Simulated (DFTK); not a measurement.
Crystal: Al.

```
Al
1.0
     0.00000    2.02481    2.02481
     2.02481    0.00000    2.02481
     2.02481    2.02481    0.00000
Al
1
Direct
  0.00000 0.00000 0.00000
```

Base run:

| Quantity | Value |
| --- | --- |
| Program | DFTK 0.8.2 |
| Functional | r2SCAN |
| Potentials or basis | SG15 1.2 (PBE) |
| Cutoff | 1225 eV |
| k mesh | 10 × 10 × 10 |
| Occupations | fermi-dirac, width 0.05 eV |
| Spin | no spin polarisation |

Its results: band gap on the k mesh none (metal or under the smearing width); pressure -2.5 GPa.

Task: The run is repeated on the same cell with these changes: k mesh from 10 × 10 × 10 to 11 × 11 × 11. What comes out?

Result: Band gap on the k mesh none (metal or under the smearing width); pressure -1.9 GPa.

Caveats: the potentials were made for another functional, which shifts forces and pressure.
